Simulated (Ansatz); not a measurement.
# CuO (P-1) in Ansatz: further runs

One crystal, CuO, is run at these levels: LDA, PBE, PBEsol; tasks: relaxation of cell and atoms.

Program: Ansatz 0.2.0. These are calculated values, not measurements. Logs are shortened: lines on timing, memory, paths and dates and some standing lists are left out, and cuts for length are marked.

### Step 1. The structure

The typed cell holds 4 atoms: a = 2.880 Å, b = 2.880 Å, c = 5.176 Å, α = 89.81°, β = 89.81°, γ = 89.22°.

The cell comes from a database or a generator and needn't be the stable form of this composition.

### Step 2. Relaxation of cell and atoms, LDA

input.yaml

```yaml
crystal:
  lattice:
    - [2.8795009639, 0.0, 0.0]
    - [0.039072758, 2.8792794796, 0.0]
    - [0.0174953863, 0.0172449008, 5.1763391994]
  atoms:
    - { symbol: Cu, position: [0.0, 0.5, 0.0] }
    - { symbol: Cu, position: [0.5, 0.0, 0.5] }
    - { symbol: O, position: [0.99842397, 0.00167178, 0.7498871] }
    - { symbol: O, position: [0.00157603, 0.99832822, 0.2501129] }
hamiltonian:
  xc: lda
  pseudopotentials: { kind: paw }
kpoints:
  mp_grid: { grid: [9, 9, 5] }
scf:
  occupations: { method: fermi_dirac, width: 0.05 }
output:
  forces: true
  stress: true
  eigenvalues: true
relax:
  f_tol: 0.01
  max_steps: 40
  cell: { stress_tol: 0.05 }
```

Potentials or basis: Ansatz PAW.

The run is started by

```sh
> ansatz run input.yaml --threads 2 --pin off --max-ram 5632MiB --backend cpu --events-out ev --progress --plain --runs-dir out
```

Output:

```text
Warning: RAYON_NUM_THREADS=2 ignored (pool sized by the plan → 2); use --threads N
Engine: ansatz 0.2.0, aarch64-unknown-linux-gnu
Pseudopotentials: kind: paw
Pseudopotential: Cu, paw, valence charge 19, recommended cutoff 420 eV (normal), Cu.paw.azcp
Pseudopotential: O, paw, valence charge 6, recommended cutoff 420 eV (normal), O.paw.azcp
Functional definition: SPW92
  exchange = slater_x
  correlation = pw_c
Crystal: 4 atoms, lattice volume = 42.916 Å³
Basis set: ecut = 420 eV, 827 PW (Γ)
Bands: 30, of which v1, the nominal top of the filled ones, is band 25 counted from 1 (24 counted from 0)
Symmetry: 2 space group operations
Space group: P-1 (ITA 2), of the structure as read, at distance tolerance 3.5e-5 Å
k-points: 203 of 405
Non-local potential: Cu, projectors of the file, l = 0: 3, l = 1: 2, l = 2: 3, l = 3: 1
Non-local potential: O, projectors of the file, l = 0: 2, l = 1: 2, l = 2: 1
PAW form: soft (Blöchl's): semilocal exchange-correlation on the pseudo side does not see the compensation charge
PAW frozen core: Cu, regenerated for the run's functional, and the local potential with it (the file was generated under x = pbe(κ = 0.804, μ = 0.2195149727645171), c = pbe(β = 0.06672455060314922))
PAW frozen core: O, regenerated for the run's functional, and the local potential with it (the file was generated under x = pbe(κ = 0.804, μ = 0.2195149727645171), c = pbe(β = 0.06672455060314922))
PAW one-centre angular grid: Cu, 590 points (default); XC on 64 Gauss nodes
PAW one-centre angular grid: O, 110 points (default); XC on 64 Gauss nodes
Initial density: superposition of atomic densities (neutral atoms: chi_scale 0, normalization atom), corrected by the library's trained network
Initial wavefunctions: pseudopotential atomic-orbital guess
Functional: x = slater, c = lda
SCF iter   1: F=—  HF=-14219.334718 eV  |F-HF|=—  |Δ(HF+E_count)|=         —  Δρ=2.30e-2  dr2=1.55e-1  ethr=1.77e-3  ⟨swp⟩=5.6  Hψ=21745  notcnv=0
preconditioner: auto → LDOS  [metal: Δε(μ)=0.058 eV  Ē_g=11.159 eV  σ=0.050 eV  W_gap=0.28  n_scr=16 (ndim 8)  ℏωp=33.1 eV  f_vac=0.037  D(μ)=2.20/eV (n_scr^D=16)  β→1.0]
SCF iter   2: F=—  HF=-14219.391083 eV  |F-HF|=—  |Δ(HF+E_count)|=   5.64e-2  Δρ=3.64e-2  dr2=2.96e-1  ethr=3.10e-4  ⟨swp⟩=2.6  Hψ=14003  notcnv=0  recentre
SCF iter   3: F=—  HF=-14219.288118 eV  |F-HF|=—  |Δ(HF+E_count)|=   1.03e-1  Δρ=5.04e-3  dr2=9.65e-3  ethr=3.10e-4  ⟨swp⟩=2.3  Hψ=11853  notcnv=0
SCF iter   4: F=—  HF=-14219.285798 eV  |F-HF|=—  |Δ(HF+E_count)|=   2.32e-3  Δρ=2.34e-3  dr2=1.57e-3  ethr=1.93e-5  ⟨swp⟩=2.5  Hψ=11081  notcnv=0
SCF iter   5: F=—  HF=-14219.285522 eV  |F-HF|=—  |Δ(HF+E_count)|=   2.77e-4  Δρ=6.27e-4  dr2=1.02e-4  ethr=3.14e-6  ⟨swp⟩=2.2  Hψ=8299  notcnv=0
SCF iter   6: F=—  HF=-14219.285504 eV  |F-HF|=—  |Δ(HF+E_count)|=   1.79e-5  Δρ=1.48e-4  dr2=5.71e-6  ethr=2.04e-7  ⟨swp⟩=2.0  Hψ=7766  notcnv=0
SCF iter   7: F=—  HF=-14219.285504 eV  |F-HF|=—  |Δ(HF+E_count)|=   9.50e-9  Δρ=3.56e-5  dr2=3.12e-7  ethr=1.14e-8  ⟨swp⟩=2.1  Hψ=8172  notcnv=0
SCF iter   8: F=-14219.285504 eV  HF=-14219.285504 eV  |F-HF|=5.29e-9  |Δ(HF+E_count)|=   2.14e-8  Δρ=5.39e-6  dr2=7.03e-9  ethr=2.00e-10  ⟨swp⟩=4.3  Hψ=21314  notcnv=0
SCF 1 converged in 8 iterations: F = -14219.285504 eV  dr2 = 7.03e-9
relax step   1: F+E_penalty+E_count = -14219.28550360 eV  Δ(F+E_penalty+E_count) = +0.000e0 eV  max|allowed force component| = 9.069e-3 eV/Å  Δτ_max = 0.0000 Å  P = -8.511 GPa  Ω = 42.916 Å³  (8 SCF iters, dr2 threshold 1.00e-7 eV, accepted)
Crystal: 4 atoms, lattice volume = 42.012 Å³
Basis set: ecut = 420 eV, 817 PW (Γ)
Initial density: handed on by an earlier stage of this run
Initial wavefunctions: those handed on with the density
iter 1 solved again at ethr=2.02e-5 eV; its pass at ethr=3.10e-3 eV (dr2=1.01e-2 eV) is discarded
SCF iter   1: F=—  HF=-14219.336284 eV  |F-HF|=—  |Δ(HF+E_count)|=         —  Δρ=5.94e-3  dr2=1.02e-2  ethr=2.02e-5  ⟨swp⟩=1.0  Hψ=27403  notcnv=0
preconditioner: auto → LDOS  [metal: Δε(μ)=0.061 eV  Ē_g=11.396 eV  σ=0.050 eV  W_gap=0.30  n_scr=16 (ndim 8)  ℏωp=33.4 eV  f_vac=0.028  D(μ)=2.26/eV (n_scr^D=18)  β→1.0]
[... 56 lines left out ...]
SCF iter   1: F=—  HF=-14219.346726 eV  |F-HF|=—  |Δ(HF+E_count)|=         —  Δρ=4.48e-4  dr2=5.21e-5  ethr=1.08e-7  ⟨swp⟩=2.0  Hψ=26464  notcnv=0
preconditioner: auto → LDOS  [metal: Δε(μ)=0.085 eV  Ē_g=11.595 eV  σ=0.050 eV  W_gap=0.40  n_scr=16 (ndim 8)  ℏωp=33.8 eV  f_vac=0.026  D(μ)=2.19/eV (n_scr^D=16)  β→1.0]
SCF iter   2: F=—  HF=-14219.346719 eV  |F-HF|=—  |Δ(HF+E_count)|=   6.99e-6  Δρ=1.59e-4  dr2=8.13e-6  ethr=1.04e-7  ⟨swp⟩=1.3  Hψ=7009  notcnv=0
SCF iter   3: F=—  HF=-14219.346717 eV  |F-HF|=—  |Δ(HF+E_count)|=   1.89e-6  Δρ=1.01e-4  dr2=2.50e-6  ethr=1.63e-8  ⟨swp⟩=2.5  Hψ=9376  notcnv=0
SCF iter   4: F=—  HF=-14219.346717 eV  |F-HF|=—  |Δ(HF+E_count)|=   1.05e-7  Δρ=6.90e-5  dr2=1.01e-6  ethr=5.00e-9  ⟨swp⟩=2.0  Hψ=10670  notcnv=0
SCF iter   5: F=-14219.346717 eV  HF=-14219.346717 eV  |F-HF|=3.12e-8  |Δ(HF+E_count)|=   4.27e-7  Δρ=1.09e-5  dr2=3.85e-8  ethr=7.83e-10  ⟨swp⟩=2.9  Hψ=22150  notcnv=0
SCF 7 converged in 5 iterations: F = -14219.346717 eV  dr2 = 3.85e-8
relax step   7: F+E_penalty+E_count = -14219.34671674 eV  Δ(F+E_penalty+E_count) = -4.276e-4 eV  max|allowed force component| = 1.970e-4 eV/Å  Δτ_max = 0.0008 Å  P = -0.007 GPa  Ω = 41.072 Å³  energy of the carried Pulay correction = +3.506e-4 eV  (5 SCF iters, dr2 threshold 3.91e-7 eV, accepted)
iter 1 solved again at ethr=8.52e-8 eV; its pass at ethr=3.10e-3 eV (dr2=4.26e-5 eV) is discarded
SCF iter   1: F=—  HF=-14219.346398 eV  |F-HF|=—  |Δ(HF+E_count)|=         —  Δρ=2.12e-5  dr2=3.75e-8  ethr=8.52e-8  ⟨swp⟩=3.0  Hψ=37468  notcnv=0
preconditioner: auto → LDOS  [metal: Δε(μ)=0.085 eV  Ē_g=11.596 eV  σ=0.050 eV  W_gap=0.40  n_scr=16 (ndim 8)  ℏωp=33.8 eV  f_vac=0.026  D(μ)=2.19/eV (n_scr^D=16)  β→1.0]
SCF iter   2: F=—  HF=-14219.346396 eV  |F-HF|=—  |Δ(HF+E_count)|=   2.13e-6  Δρ=1.30e-5  dr2=4.35e-8  ethr=7.51e-11  ⟨swp⟩=2.0  Hψ=11206  notcnv=0
SCF iter   3: F=—  HF=-14219.346396 eV  |F-HF|=—  |Δ(HF+E_count)|=   7.16e-9  Δρ=4.65e-6  dr2=6.77e-9  ethr=7.51e-11  ⟨swp⟩=2.1  Hψ=8236  notcnv=0
SCF iter   4: F=—  HF=-14219.346396 eV  |F-HF|=—  |Δ(HF+E_count)|=   2.01e-9  Δρ=7.93e-6  dr2=1.43e-8  ethr=1.35e-11  ⟨swp⟩=2.0  Hψ=11190  notcnv=0  recentre
SCF iter   5: F=—  HF=-14219.346396 eV  |F-HF|=—  |Δ(HF+E_count)|=   4.06e-9  Δρ=9.47e-7  dr2=2.28e-10  ethr=1.35e-11  ⟨swp⟩=2.0  Hψ=10396  notcnv=0
SCF iter   6: F=-14219.346396 eV  HF=-14219.346396 eV  |F-HF|=4.37e-11  |Δ(HF+E_count)|=  2.73e-11  Δρ=3.52e-7  dr2=3.09e-11  ethr=1.00e-12  ⟨swp⟩=3.0  Hψ=22966  notcnv=0
SCF 8 converged in 6 iterations: F = -14219.346396 eV  dr2 = 3.09e-11
relax step   8: F+E_penalty+E_count = -14219.34639552 eV  Δ(F+E_penalty+E_count) = +3.212e-4 eV  max|allowed force component| = 1.764e-4 eV/Å  Δτ_max = 0.0000 Å  P = -0.013 GPa  Ω = 41.072 Å³  stress off target by 3.07e-2 GPa  SCF on the basis re-selected at this cell (its energy is not comparable with the rows above)  (6 SCF iters)
basis re-selected at this cell: Δ(F+E_penalty+E_count) = +3.212e-4 eV, ΔP = -0.006 GPa vs the last step (what re-selecting the basis moved, of the pressure what is left beyond the Pulay correction that the steps carried, after the strain that the cell walked since its last selection, with what the two solves' SCF thresholds leave and, on support functions, any second-order correction that the steps lacked; it is no measure of the basis error at this ecutwfc). This SCF's stress stands 3.07e-2 GPa from its target on what of the cell is left free (relax.cell.stress_tol is 5.00e-2 GPa) and its largest allowed force component is 1.76e-4 eV/Å (relax.f_tol is 1.00e-2 eV/Å): within both
SCF converged after 6 iterations
Free energy (F): -14219.346396 eV
Harris-Foulkes:  -14219.346396 eV  (|F-HF|=4.37e-11)
Internal energy: -14219.327834 eV  (E = F + TS)
E sigma→0 (E₀):  -14219.337115 eV
Entropy (-TS):   -0.018561 eV (-4.640 meV/atom)
Fermi energy:    11.860854 eV
--- Per-component energies (eV) ---
  E_band       = -884.748452
  E_kinetic    = 943.813089
  E_local      = -9879.646633  (includes V_loc(G=0)·N_el)
  E_nonlocal   = 886.483690
  E_hartree    = 4272.218050
  E_xc         = -321.542452
  E_vxc        = -415.407749  (∫ρ·V_xc dr)
  E_paw        = -3473.874840  (= ΣΔE_a)
  E_vpaw       = -964.432615  (= ΣTr[D̂ρ^β])
  E_aug_tail   = 0.005408  (compensation charges beyond the density's cutoff)
  E_ewald      = -6647.877309
  E_core_change = 1.093163  (= ΣΔE_core)
  E_smearing   = -0.018561  (= −TS)
  E_closure    = -0.000000  (closes the sum)
  Σ components = -14219.346396   (vs F -14219.346396, Δ=0.00e0)
--- Forces (eV/Å), atoms counted from 1 ---
  atom   1  Cu     0.00000000     0.00000000     0.00000000
  atom   2  Cu     0.00000000     0.00000000     0.00000000
  atom   3  O      0.00000994     0.00010184    -0.00017643
  atom   4  O     -0.00000994    -0.00010184     0.00017643
  max |Σ_I F_I| component: 0.00e0 eV/Å
--- Stress (GPa, compression-positive) ---
       -0.011106      -0.015189      -0.005461
       -0.015189      -0.006903      -0.006409
       -0.005461      -0.006409      -0.019822
  P = ⅓ Tr σ = -0.0126 GPa (-0.126 kbar)
--- Band table (eV; the first three rows and the last of 203) ---
  k-point 0: bands = ["-100.2670", "-100.2664", "-58.2078", "-58.2077", "-58.1637", "-58.1551", "-57.8739", "-57.8738", "-8.3897", "-6.8107", "2.8858", "5.8386", "5.8429", "7.6567", "8.0455", "8.0461", "8.1585", "8.5393", "9.0221", "9.2288", "9.2305", "9.2632", "9.3657", "9.7683", "12.5945", "12.5997", "13.4808", "17.9559", "19.3957", "25.2974"]
  k-point 1: bands = ["-100.2670", "-100.2665", "-58.2078", "-58.2077", "-58.1628", "-58.1559", "-57.8739", "-57.8738", "-8.2667", "-6.9999", "3.3212", "5.8548", "5.8584", "7.4786", "7.8420", "7.8423", "7.9084", "8.1562", "9.2075", "9.2729", "9.3558", "9.5651", "9.5672", "9.6659", "12.4036", "12.4082", "13.9854", "17.1233", "20.5883", "25.4090"]
  k-point 2: bands = ["-100.2668", "-100.2666", "-58.2078", "-58.2076", "-58.1607", "-58.1581", "-57.8739", "-57.8738", "-7.9234", "-7.4457", "4.4769", "5.8843", "5.8857", "6.0259", "7.6079", "7.6081", "7.9759", "8.1116", "9.2984", "9.3085", "9.3301", "9.4567", "10.0878", "10.0893", "12.0228", "12.0252", "14.9910", "16.0449", "22.5946", "24.7096"]
  k-point 202: bands = ["-100.2659", "-100.2655", "-58.2250", "-58.2089", "-58.1583", "-58.1568", "-57.8877", "-57.8743", "-7.5221", "-6.6994", "4.2303", "4.3725", "5.6066", "5.8761", "7.1413", "7.3468", "8.4463", "8.9385", "9.0281", "9.2149", "9.4012", "9.6483", "9.8578", "10.1702", "11.7723", "12.3562", "15.7106", "17.4890", "19.7572", "22.6165"]
--- Relaxed structure (6 steps of the walk, 6 accepted, 2 SCFs on fresh bases) ---
  F+E_penalty+E_count = -14219.34639552 eV   max|allowed force component| = 1.764e-4 eV/Å   (the final SCF, on the basis selected at the relaxed cell)
  cell:  # Å, volume = 41.0720 Å³
    - [2.85435090410242, -0.016590865280068368, -0.00407473707809154]
    - [0.022141900618436565, 2.8542552539769153, -0.0040596782206736405]
    - [0.009918261174613419, 0.009796521903488575, 5.041080543013637]
  atoms:
    - { symbol: Cu, position: [7.61482619581616e-19, 0.49999999999999994, -5.421010862427522e-20] }
    - { symbol: Cu, position: [0.5000000000000001, 2.168404344971009e-19, 0.5000000000000001] }
    - { symbol: O, position: [0.9997928229299493, 0.0002036585894555393, 0.750000471157166] }
    - { symbol: O, position: [0.00020717707005090454, 0.9997963414105445, 0.24999952884283408] }
```

Wall time 55 s (2 threads of Arm Neoverse V1, shared host); peak memory 0.48 GiB.

What came out:

```yaml
Free_energy: -14219.3464 eV
Relaxed_volume: 10.27 Å³/atom
Relaxed_cell: a = 2.854 Å, b = 2.854 Å, c = 5.041 Å, α = 89.97°, β = 89.97°, γ = 89.89°
Space_group_after_relaxing_to_0.05_Å: P4_2/mmc (No. 131)
Energy_gained_by_relaxing: 15.2 meV/atom
Ionic_steps: 8
Pressure_after_relaxing: 0.0 GPa
Band_gap_on_the_k_mesh: none (metal or under the smearing width)
```

Step by step:
```tsv
step	energy change (eV)	largest force (eV/Å)	volume (Å³)
1	0.0000	0.0148	42.92
2	-0.0489	0.0106	42.01
3	-0.0692	0.0037	41.05
4	-0.0690	0.0020	41.11
5	-0.0689	0.0003	41.13
6	-0.0608	0.0003	41.13
7	-0.0612	0.0002	41.07
8	-0.0609	0.0002	41.07
```

Final structure:
```yaml
crystal:
  lattice:
    - [2.85435, -0.01659, -0.00407]
    - [0.02214, 2.85426, -0.00406]
    - [0.00992, 0.00980, 5.04108]
  atoms:
    - { symbol: Cu, position: [0.00000, 0.50000, 0.00000] }
    - { symbol: Cu, position: [0.50000, 0.00000, 0.50000] }
    - { symbol: O, position: [0.99979, 0.00020, 0.75000] }
    - { symbol: O, position: [0.00021, 0.99980, 0.25000] }
```

Levels at points of the mesh, in eV from the Fermi level:
```
           k point  band 22  band 23  band 24  band 25  band 26  band 27  band 28  band 29
(0.00, 0.00, 0.00)    -2.60    -2.50    -2.09     0.73     0.74     1.62     6.10     7.53
```

Caveat: the plane-wave basis is chosen anew once the cell has moved, so the energies of steps on either side of that aren't comparable; the pressure holds a Pulay correction of +0.9 GPa for the finite cutoff; the run has no spin polarisation, though such a crystal can be magnetic; semilocal functionals often make such compounds metallic where correlation or magnetic order opens a gap, which also shifts bond lengths; the PAW data sets come from PBE, with cores solved anew for the run's functional, which leaves a small shift of forces and pressure.

### Step 3. Relaxation of cell and atoms, PBE

input.yaml, as its differences from that of step 2:

```diff
@@ -11,3 +11,3 @@
 hamiltonian:
-  xc: lda
+  xc: pbe
   pseudopotentials: { kind: paw }
@@ -21,2 +21,6 @@
   eigenvalues: true
+  write_density: true
+  write_potential: true
+  elf: true
+  volumetric_format: npy
 relax:
```

Potentials or basis: Ansatz PAW.

The run is started by

```sh
> ansatz run input.yaml --threads 2 --pin off --max-ram 5632MiB --backend cpu --events-out ev --progress --plain --runs-dir out
```

It took 61 s on 2 threads of Arm Neoverse V1, shared host; peak memory 0.49 GiB.

It converged, with:

```yaml
Free_energy: -14382.5730 eV
Relaxed_volume: 11.20 Å³/atom
Relaxed_cell: a = 2.950 Å, b = 2.950 Å, c = 5.149 Å, α = 89.96°, β = 89.96°, γ = 89.85°
Space_group_after_relaxing_to_0.05_Å: P4_2/mmc (No. 131)
Energy_gained_by_relaxing: 9.6 meV/atom
Ionic_steps: 8
Pressure_after_relaxing: 0.0 GPa
Band_gap_on_the_k_mesh: none (metal or under the smearing width)
```

The path:
| step | energy change (eV) | largest force (eV/Å) | volume (Å³) |
| --- | --- | --- | --- |
| 1 | 0.0000 | 0.0116 | 42.92 |
| 2 | -0.0246 | 0.0084 | 43.84 |
| 3 | -0.0291 | 0.0045 | 44.63 |
| 4 | -0.0289 | 0.0031 | 44.68 |
| 5 | -0.0381 | 0.0032 | 44.68 |
| 6 | -0.0379 | 0.0004 | 44.79 |
| 7 | -0.0378 | 0.0001 | 44.80 |
| 8 | -0.0384 | 0.0001 | 44.80 |

Final structure:
```
Cu O
1.0
     2.94972   -0.01622   -0.00408
     0.02381    2.94964   -0.00406
     0.01050    0.01037    5.14878
Cu O
2 2
Direct
  0.00000 0.50000 0.00000
  0.50000 0.00000 0.50000
  0.99977 0.00023 0.75000
  0.00023 0.99977 0.25000
```

Levels at points of the mesh, in eV from the Fermi level:
```csv
k point,band 23,band 24,band 25,band 26,band 27,band 28
"(0.00, 0.00, 0.00)",-2.24,-1.86,0.69,0.69,1.37,6.05
```

Caveat: the plane-wave basis is chosen anew once the cell has moved, so the energies of steps on either side of that aren't comparable; the pressure holds a Pulay correction of +0.6 GPa for the finite cutoff; the run has no spin polarisation, though such a crystal can be magnetic; semilocal functionals often make such compounds metallic where correlation or magnetic order opens a gap, which also shifts bond lengths.

### Step 4. Relaxation of cell and atoms, PBEsol

input.yaml, as its differences from that of step 3:

```diff
@@ -11,3 +11,3 @@
 hamiltonian:
-  xc: pbe
+  xc: pbesol
   pseudopotentials: { kind: paw }
@@ -21,6 +21,2 @@
   eigenvalues: true
-  write_density: true
-  write_potential: true
-  elf: true
-  volumetric_format: npy
 relax:
```

The run is started by

```sh
> ansatz run input.yaml --threads 2 --pin off --max-ram 5632MiB --backend cpu --events-out ev --progress --plain --runs-dir out
```

Wall time 57 s (2 threads of Arm Neoverse V1, shared host); peak memory 0.48 GiB.

The run converged. Its results:

```
Free energy                            : -14296.5626 eV
Relaxed volume                         : 10.67 Å³/atom
Relaxed cell                           : a = 2.895 Å, b = 2.895 Å, c = 5.090 Å, α = 89.95°, β = 89.96°, γ = 89.85°
Space group after relaxing (to 0.05 Å) : P4_2/mmc (No. 131)
Energy gained by relaxing              : 2.4 meV/atom
Ionic steps                            : 8
Pressure after relaxing                : 0.0 GPa
Band gap on the k mesh                 : none (metal or under the smearing width)
```

The path:
```tsv
step	energy change (eV)	largest force (eV/Å)	volume (Å³)
1	0.0000	0.0129	42.92
2	-0.0075	0.0092	42.82
3	-0.0106	0.0036	42.65
4	-0.0105	0.0025	42.66
5	-0.0105	0.0007	42.67
6	-0.0097	0.0007	42.67
7	-0.0097	0.0001	42.67
8	-0.0097	0.0001	42.67
```

Final structure:
```
Cu O
1.0
     2.89529   -0.01585   -0.00379
     0.02344    2.89522   -0.00376
     0.01069    0.01059    5.08955
Cu O
2 2
Direct
  0.00000 0.50000 0.00000
  0.50000 0.00000 0.50000
  0.99970 0.00030 0.75000
  0.00030 0.99970 0.25000
```

Levels at points of the mesh, in eV from the Fermi level:
```csv
k point,band 21,band 22,band 23,band 24,band 25,band 26,band 27,band 28,band 29,band 30
"(0.00, 0.00, 0.00)",-2.48,-2.46,-2.36,-1.97,0.72,0.73,1.44,5.98,7.40,13.23
```

Caveat: the plane-wave basis is chosen anew once the cell has moved, so the energies of steps on either side of that aren't comparable; the pressure holds a Pulay correction of +0.7 GPa for the finite cutoff; the run has no spin polarisation, though such a crystal can be magnetic; semilocal functionals often make such compounds metallic where correlation or magnetic order opens a gap, which also shifts bond lengths; the PAW data sets come from PBE, with cores solved anew for the run's functional, which leaves a small shift of forces and pressure. With open d or f shells a metallic result of PBEsol can be an artefact of self-interaction; +U or a hybrid may open a gap.

### Step 5. Overview

```tsv
level	gap on the mesh (eV)	pressure (GPa)	relaxed volume (Å³/atom)
LDA	none	0.0	10.27
PBE	none	0.0	11.20
PBEsol	none	0.0	10.67
```

Alike in all rows: task relaxation of cell and atoms; potentials or basis Ansatz PAW; no spin polarisation; cell relaxed; k mesh 9 × 9 × 5; cutoff (eV) 420; smearing fermi-dirac 0.05 eV.

Caveats: the plane-wave basis is chosen anew once the cell has moved, so the energies of steps on either side of that aren't comparable; the run has no spin polarisation, though such a crystal can be magnetic; semilocal functionals often make such compounds metallic where correlation or magnetic order opens a gap, which also shifts bond lengths; the PAW data sets come from PBE, with cores solved anew for the run's functional, which leaves a small shift of forces and pressure (some runs).

Total energies depend on the potentials used, so only differences within one code and one set of settings carry meaning.
